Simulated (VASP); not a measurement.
# MgO (Fm-3m) in VASP: band structure with PBE

Aim: the band structure of MgO with PBE.

Everything below comes from runs of VASP 6.6.1. Logs are shortened: lines on timing, memory, paths and dates and some standing lists are left out, and cuts for length are marked.

## (1) The structure

Symmetry: Fm-3m, No. 225, cubic system. Conventional cell: a = 4.247 Å, b = 4.247 Å, c = 4.247 Å, α = 90.00°, β = 90.00°, γ = 90.00°. Around Mg (site symmetry m-3m) lie 6 O at 2.12 Å. O (site symmetry m-3m) is surrounded by 6 Mg at 2.12 Å.

## (2) Band structure, PBE

POSCAR reads:

```
MgO                                     
1.0
    0.0000000000      2.1235256226      2.1235256226
    2.1235256226      0.0000000000      2.1235256226
    2.1235256226      2.1235256226      0.0000000000
  Mg              O             
     1     1
Direct
     0.0000000000000000    0.0000000000000000    0.0000000000000000
     0.5000000000000000    0.5000000000000000    0.5000000000000000
```

INCAR.step1 reads:

```
SYSTEM = MgO
PREC = Accurate ; ENCUT = 520
EDIFF = 1E-7 ; ISMEAR = 0
SIGMA = 0.02 ; LREAL = .False.
LASPH = .True. ; NELM = 100
ALGO = Normal ; ISIF = 2
LWAVE = .False. ; LCHARG = .True.
GGA = PE ; NBANDS = 11
```

KPOINTS.step1 reads:

```
Automatic mesh
0
Gamma
  4 4 4
  0 0 0
```

INCAR.step2 reads:

```
SYSTEM = MgO
PREC = Accurate ; ENCUT = 520
EDIFF = 1E-7 ; ISMEAR = 0
SIGMA = 0.05 ; LREAL = .False.
LASPH = .True. ; NELM = 100
ALGO = Normal ; ISIF = 2
LWAVE = .False. ; LCHARG = .False.
GGA = PE ; NBANDS = 11
ICHARG = 11
```

KPOINTS.step2 reads:

```
path GXWKGLUWLK,UX
20
line-mode
reciprocal
 0.0000000000  0.0000000000  0.0000000000  G
 0.5000000000  0.0000000000  0.5000000000  X

 0.5000000000  0.0000000000  0.5000000000  X
 0.5000000000  0.2500000000  0.7500000000  W

 0.5000000000  0.2500000000  0.7500000000  W
 0.3750000000  0.3750000000  0.7500000000  K

 0.3750000000  0.3750000000  0.7500000000  K
 0.0000000000  0.0000000000  0.0000000000  G

 0.0000000000  0.0000000000  0.0000000000  G
 0.5000000000  0.5000000000  0.5000000000  L

 0.5000000000  0.5000000000  0.5000000000  L
 0.6250000000  0.2500000000  0.6250000000  U

 0.6250000000  0.2500000000  0.6250000000  U
 0.5000000000  0.2500000000  0.7500000000  W

 0.5000000000  0.2500000000  0.7500000000  W
 0.5000000000  0.5000000000  0.5000000000  L

 0.5000000000  0.5000000000  0.5000000000  L
 0.3750000000  0.3750000000  0.7500000000  K

 0.6250000000  0.2500000000  0.6250000000  U
 0.5000000000  0.0000000000  0.5000000000  X
```

Potentials or basis: VASP PAW PBE potentials, release 64 (Mg, O).

Run with:

```console
$ cat potpaw_PBE.64/Mg/POTCAR potpaw_PBE.64/O/POTCAR > POTCAR
$ cp INCAR.step1 INCAR
$ cp KPOINTS.step1 KPOINTS
$ mpirun -np 1 vasp_std > vasp.out
$ cp INCAR.step2 INCAR
$ cp KPOINTS.step2 KPOINTS
$ mpirun -np 1 vasp_std > vasp.out
```

OUTCAR:

```text
SYSTEM = MgO
   PREC = Accurate
   ENCUT = 520
   EDIFF = 1E-7
   ISMEAR = 0
   LREAL = .False.
   LASPH = .True.
   NELM = 100
   ISIF = 2
   GGA = PE
   ICHARG = 11

 ion  position               nearest neighbor table
   1  0.000  0.000  0.000-   2 2.12   2 2.12   2 2.12   2 2.12   2 2.12   2 2.12
   2  0.500  0.500  0.500-   1 2.12   1 2.12   1 2.12   1 2.12   1 2.12   1 2.12

  LATTYP: Found a face centered cubic cell.
 ALAT       =     4.2470512452

  Lattice vectors:

 A1 = (   0.0000000000,   2.1235256226,   2.1235256226)
 A2 = (   2.1235256226,   0.0000000000,   2.1235256226)
 A3 = (   2.1235256226,   2.1235256226,   0.0000000000)

Analysis of symmetry for initial positions (statically):
=====================================================================
 Subroutine PRICEL returns:
 Original cell was already a primitive cell.

 Routine SETGRP: Setting up the symmetry group for a
 face centered cubic supercell.

 Subroutine GETGRP returns: Found 48 space group operations
 (whereof 48 operations were pure point group operations)
 out of a pool of 48 trial point group operations.

The static configuration has the point symmetry O_h .

Analysis of symmetry for dynamics (positions and initial velocities):
=====================================================================
 Subroutine PRICEL returns:
 Original cell was already a primitive cell.

 Routine SETGRP: Setting up the symmetry group for a
 face centered cubic supercell.

 Subroutine GETGRP returns: Found 48 space group operations
 (whereof 48 operations were pure point group operations)
 out of a pool of 48 trial point group operations.

The dynamic configuration has the point symmetry O_h .

 Subroutine INISYM returns: Found 48 space group operations
 (whereof 48 operations are pure point group operations),
 and found     1 'primitive' translations

----------------------------------------------------------------------------------------

                                     Primitive cell

  volume of cell :      19.1515

  direct lattice vectors                    reciprocal lattice vectors
     0.000000000  2.123525623  2.123525623    -0.235457484  0.235457484  0.235457484
     2.123525623  0.000000000  2.123525623     0.235457484 -0.235457484  0.235457484
     2.123525623  2.123525623  0.000000000     0.235457484  0.235457484 -0.235457484

  length of vectors
     3.003118736  3.003118736  3.003118736     0.407824325  0.407824325  0.407824325

  position of ions in fractional coordinates (direct lattice)
     0.000000000  0.000000000  0.000000000
     0.500000000  0.500000000  0.500000000

  ion indices of the primitive-cell ions
   primitive index   ion index
                 1           1
                 2           2

----------------------------------------------------------------------------------------

 KPOINTS: path GXWKGLUWLK,UX

Interpolating k-points between supplied coordinates.

 Line segments in fractional coordinates (reciprocal lattice):
    0.000000  0.000000  0.000000  ...  0.500000  0.000000  0.500000
    0.500000  0.000000  0.500000  ...  0.500000  0.250000  0.750000
    0.500000  0.250000  0.750000  ...  0.375000  0.375000  0.750000
    0.375000  0.375000  0.750000  ...  0.000000  0.000000  0.000000
    0.000000  0.000000  0.000000  ...  0.500000  0.500000  0.500000
    0.500000  0.500000  0.500000  ...  0.625000  0.250000  0.625000
    0.625000  0.250000  0.625000  ...  0.500000  0.250000  0.750000
    0.500000  0.250000  0.750000  ...  0.500000  0.500000  0.500000
    0.500000  0.500000  0.500000  ...  0.375000  0.375000  0.750000
    0.625000  0.250000  0.625000  ...  0.500000  0.000000  0.500000

 Generated    20 points on each line segment, for a total of    200 k-points:

 Following reciprocal coordinates:
            Coordinates               Weight
  0.000000  0.000000  0.000000      0.005000
  0.026316  0.000000  0.026316      0.005000
  0.052632  0.000000  0.052632      0.005000
  0.078947  0.000000  0.078947      0.005000
  0.105263  0.000000  0.105263      0.005000
  0.131579  0.000000  0.131579      0.005000
[... 16 lines left out ...]
  0.500000  0.026316  0.526316      0.005000
  0.500000  0.039474  0.539474      0.005000
 [... further k-points ...]
   k-points           NKPTS =    200   k-points in BZ     NKDIM =    200   number of bands    NBANDS=     11
   number of dos      NEDOS =    301   number of ions     NIONS =      2
   total plane-waves  NPLWV =  13824
   dimension x,y,z NGX =    24 NGY =   24 NGZ =   24
   dimension x,y,z NGXF=    48 NGYF=   48 NGZF=   48
   ions per type =               1   1
   NGX,Y,Z   is equivalent  to a cutoff of  13.29, 13.29, 13.29 a.u.
   NGXF,Y,Z  is equivalent  to a cutoff of  26.57, 26.57, 26.57 a.u.
 SYSTEM =  MgO
   PREC   = accura    normal or accurate (medium, high low for compatibility)
   ISTART =      0    job   : 0-new  1-cont  2-samecut
   ICHARG =     11    charge: 1-file 2-atom 10-const
   ISPIN  =      1    spin polarized calculation?
   LNONCOLLINEAR =      F non collinear calculations
   LSORBIT =      F    spin-orbit coupling
   LASPH  =      T    aspherical Exc in radial PAW
   ENCUT  =  520.0 eV  38.22 Ry    6.18 a.u.   5.58  5.58  5.58*2*pi/ulx,y,z
   NELM   =    100;   NELMIN=  2; NELMDL=  0     # of ELM steps
   EDIFF  = 0.1E-06   stopping-criterion for ELM
   LREAL  =      F    real-space projection
   EDIFFG = 0.1E-05   stopping-criterion for IOM
   NSW    =      0    number of steps for IOM
   IBRION =     -1    ionic relax: 0-MD 1-quasi-New 2-CG
   NFREE  =      0    steps in history (QN), initial steepest desc. (CG)
   ISIF   =      2    stress and relaxation
   ISYM   =      2    0-nonsym 1-usesym 2-fastsym
   POTIM  = 0.5000    time-step for ionic-motion
   TEBEG  =    0.0;   TEEND  =   0.0 temperature during run
   PSTRESS=    0.0 pullay stress
   NELECT =       8.0000    total number of electrons
   NUPDOWN=      -1.0000    fix difference up-down
   EMIN   =  10.00;   EMAX   =-10.00  energy-range for DOS
   EFERMI =   0.00;   METHOD = LEGACY
   ISMEAR =     0;   SIGMA  =   0.05  broadening in eV -4-tet -1-fermi 0-gaus
   EFERMI_NEDOS =   21; number of points for ismear=-14 and -15
   IALGO  =     38    algorithm
   IMIX   =      4    mixing-type and parameters
     AMIX     =   0.40;   BMIX     =  1.00
     AMIX_MAG =   1.60;   BMIX_MAG =  1.00
  volume/ion in A,a.u.               =       9.58        64.62
  Fermi-wavevector in a.u.,A,eV,Ry     =   1.223782  2.312612 20.376655  1.497642
  Thomas-Fermi vector in A             =   2.358880
   LORBIT       =      0    0 simple, 1 ext, 2 COOP (PROOUT), +10 PAW based schemes
   GGA     = PE    functional components
   LHFCALC =     F    Hartree Fock is set to
   AEXX    =    0.0000 exact exchange contribution
   IVDW    =     0    specifies the selected vdW correction
   LEPSILON=     F    determine dielectric tensor
   LRPA    =     F    only Hartree local field effects (RPA)
 non-spin polarized calculation
 Gauss-broadening in eV      SIGMA  =   0.05
  energy-cutoff  :      520.00
  volume of cell :       19.15
 maximum number of plane-waves:       534
 NGX is ok and might be reduce to    24

 number of electron       8.0000004 magnetization

 Free energy of the ion-electron system (eV)
  ---------------------------------------------------
  ext. energy  EPLUGINS =         0.00000000
  ---------------------------------------------------
  free energy    TOTEN  =       -12.07345635 eV

  energy without entropy =      -12.07345635  energy(sigma->0) =      -12.07345635

 E-fermi :   3.3181     XC(G=0): -10.9585

 val. band max:        3.0183956724   @ k =   0.0000   0.0000   0.0000
 cond. band min:       7.4990261153   @ k =   0.0000   0.0000   0.0000
 fundamental gap:      4.4806304430
 Fermi energy:         3.3180950892

 k-point     1 :       0.0000    0.0000    0.0000
  band No.  band energies     occupation
      1     -14.1216      2.00000
      2       3.0184      2.00000
      3       3.0184      2.00000
      4       3.0184      2.00000
      5       7.4990      0.00000
      6      18.6646      0.00000
      7      18.6646      0.00000
      8      18.6646      0.00000
      9      22.5186      0.00000
     10      24.2609      0.00000
     11      24.2609      0.00000

 k-point     2 :       0.0263    0.0000    0.0263
  band No.  band energies     occupation
      1     -14.1121      2.00000
      2       2.9589      2.00000
      3       3.0076      2.00000
      4       3.0076      2.00000
      5       7.5667      0.00000
      6      18.4970      0.00000
      7      18.6876      0.00000
      8      18.6876      0.00000
      9      22.7322      0.00000
     10      24.0356      0.00000
     11      24.2819      0.00000

 k-point     3 :       0.0526    0.0000    0.0526
  band No.  band energies     occupation
      1     -14.0837      2.00000
      2       2.7913      2.00000
      3       2.9755      2.00000
      4       2.9755      2.00000
      5       7.7589      0.00000
      6      18.0766      0.00000
      7      18.7555      0.00000
      8      18.7555      0.00000
      9      23.2905      0.00000
     10      23.5002      0.00000
     11      24.3449      0.00000
[... 267 lines left out ...]
 k-point    23 :       0.5000    0.0263    0.5263
  band No.  band energies     occupation
      1     -12.6462      2.00000
      2      -0.9566      2.00000
      3       1.6755      2.00000
      4       1.6907      2.00000
      5      12.1381      0.00000
      6      12.7488      0.00000
      7      15.8385      0.00000
      8      21.5124      0.00000
      9      21.6342      0.00000
     10      27.8972      0.00000
     11      29.5581      0.00000

 k-point    24 :       0.5000    0.0395    0.5395
  band No.  band energies     occupation
      1     -12.6445      2.00000
      2      -0.9400      2.00000
      3       1.6424      2.00000
      4       1.6763      2.00000
      5      12.1901      0.00000
      6      12.8015      0.00000
      7      15.8212      0.00000
      8      21.3988      0.00000
      9      21.6697      0.00000
     10      27.9678      0.00000
     11      29.6046      0.00000

 [... further k-points ...]

------------------------ aborting loop because EDIFF is reached ----------------------------------------

  FORCE on cell =-STRESS in cart. coord.  units (eV):
  Direction    XX          YY          ZZ          XY          YZ          ZX
  --------------------------------------------------------------------------------------
  -------------------------------------------------------------------------------------
  Total       -0.4669829     -0.4669829     -0.4669829     -0.0000000     -0.0000000     -0.0000000
  in kB      -39.0669064    -39.0669064    -39.0669064     -0.0000000     -0.0000000     -0.0000000
  external PRESSURE =     -39.0669064 kB  Pullay stress =       0.0000000 kB

 VOLUME and BASIS-vectors are now :
 -----------------------------------------------------------------------------
  energy-cutoff  :      520.00
  volume of cell :       19.15
      direct lattice vectors                 reciprocal lattice vectors
     0.000000000  2.123525623  2.123525623    -0.235457484  0.235457484  0.235457484
     2.123525623  0.000000000  2.123525623     0.235457484 -0.235457484  0.235457484
     2.123525623  2.123525623  0.000000000     0.235457484  0.235457484 -0.235457484

 POSITION                                       TOTAL-FORCE (eV/Angst)
 -----------------------------------------------------------------------------------
      0.00000      0.00000      0.00000         0.000000     -0.000000     -0.000000
      2.12353      2.12353      2.12353        -0.000000      0.000000      0.000000
 -----------------------------------------------------------------------------------
    total drift:                               -0.000000     -0.000000      0.000000

  FREE ENERGIE OF THE ION-ELECTRON SYSTEM (eV)
  ---------------------------------------------------
  free  energy   TOTEN  =       -12.0734563499 eV

  energy  without entropy=      -12.0734563499  energy(sigma->0) =      -12.07345635
```

Run time: 8.4 s. Hardware: 1 thread of Intel Xeon 6975P-C (Granite Rapids), shared host; peak memory 0.17 GiB.

Results:

```
Band gap on the k mesh  : 4.48 eV, direct
Band gap along the path : 4.48 eV, direct
```

Levels at the corners of the path, in eV from the valence-band top:
```tsv
point	band 1	band 2	band 3	band 4	band 5	band 6	band 7	band 8	band 9
Γ	-17.14	0.00	0.00	0.00	4.48	15.65	15.65	15.65	19.50
X	-15.67	-3.99	-1.32	-1.32	9.08	9.69	12.83	18.59	18.59
X	-15.67	-3.99	-1.32	-1.32	9.08	9.69	12.83	18.59	18.59
W	-15.62	-2.88	-2.88	-1.73	11.47	11.47	11.86	15.17	21.60
W	-15.62	-2.88	-2.88	-1.73	11.47	11.47	11.86	15.17	21.60
K	-15.65	-3.41	-2.65	-1.11	9.96	11.48	12.30	17.77	17.93
K	-15.65	-3.41	-2.65	-1.11	9.96	11.48	12.30	17.77	17.93
Γ	-17.14	0.00	0.00	0.00	4.48	15.65	15.65	15.65	19.50
Γ	-17.14	0.00	0.00	0.00	4.48	15.65	15.65	15.65	19.50
L	-15.92	-4.51	-0.63	-0.63	7.73	12.32	16.04	16.04	20.51
L	-15.92	-4.51	-0.63	-0.63	7.73	12.32	16.04	16.04	20.51
U	-15.65	-3.41	-2.65	-1.11	9.96	11.48	12.30	17.77	17.93
U	-15.65	-3.41	-2.65	-1.11	9.96	11.48	12.30	17.77	17.93
W	-15.62	-2.88	-2.88	-1.73	11.47	11.47	11.86	15.17	21.60
W	-15.62	-2.88	-2.88	-1.73	11.47	11.47	11.86	15.17	21.60
L	-15.92	-4.51	-0.63	-0.63	7.73	12.32	16.04	16.04	20.51
L	-15.92	-4.51	-0.63	-0.63	7.73	12.32	16.04	16.04	20.51
K	-15.65	-3.41	-2.65	-1.11	9.96	11.48	12.30	17.77	17.93
U	-15.65	-3.41	-2.65	-1.11	9.96	11.48	12.30	17.77	17.93
X	-15.67	-3.99	-1.32	-1.32	9.08	9.69	12.83	18.59	18.59
```

Caveat: the k mesh is coarse (spacing up to 0.64 Å⁻¹), so the values aren't converged; the log is that of the step along the path at fixed density, whose energy, stress, charges and moments have no meaning.
